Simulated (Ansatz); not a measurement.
The system is Ca.

```
CELL_PARAMETERS angstrom
-2.09649 2.10173 2.44535
2.09649 -2.10173 2.44535
2.09649 2.10173 -2.44535
ATOMIC_POSITIONS crystal
Ca 0.50000 0.50000 0.00000
```

This isn't the form of Ca at room conditions, which is fcc.

- Program: Ansatz 0.2.0
- Task: relaxation of cell and atoms
- Functional: PBEsol
- Potentials or basis: Ansatz PAW
- Cutoff: 420 eV (not typed: the program's choice for these potentials)
- k mesh: 9 × 9 × 9
- Occupations: fermi-dirac, width 0.05 eV
- Spin: no spin polarisation

At the start: volume 43.10 Å³/atom.

**Question.** Where does the relaxation end?

**Answer.** It ends after 11 steps and the volume is 40.60 Å³/atom (-5.8 %); space group Fm-3m (No. 225, to 0.05 Å).

Step by step:
| step | energy change (eV) | largest force (eV/Å) | volume (Å³) |
| --- | --- | --- | --- |
| 1 | 0.0000 | 0.0000 | 43.10 |
| 2 | -0.0057 | 0.0000 | 42.01 |
| 3 | -0.0093 | 0.0000 | 40.30 |
| 4 | -0.0096 | 0.0000 | 40.37 |
| 5 | -0.0099 | 0.0000 | 40.36 |
| 6 | -0.0148 | 0.0000 | 40.31 |
| 7 | -0.0152 | 0.0000 | 40.35 |
| 8 | -0.0182 | 0.0000 | 40.46 |
| 9 | -0.0184 | 0.0000 | 40.57 |
| 10 | -0.0184 | 0.0000 | 40.60 |
| 11 | -0.0186 | 0.0000 | 40.60 |

Final structure:
```cif
data_structure
_symmetry_space_group_name_H-M 'P 1'
_symmetry_Int_Tables_number 1
_cell_length_a 3.8551
_cell_length_b 3.8551
_cell_length_c 3.8551
_cell_angle_alpha 119.900
_cell_angle_beta 119.827
_cell_angle_gamma 90.237
_cell_volume 40.60
loop_
_atom_site_label
_atom_site_type_symbol
_atom_site_fract_x
_atom_site_fract_y
_atom_site_fract_z
_atom_site_occupancy
Ca1 Ca 0.50000 0.50000 0.00000 1
```

Caveat: the plane-wave basis is chosen anew once the cell has moved, so the energies of steps on either side of that aren't comparable; the PAW data sets come from PBE, with cores solved anew for the run's functional, which leaves a small shift of forces and pressure.
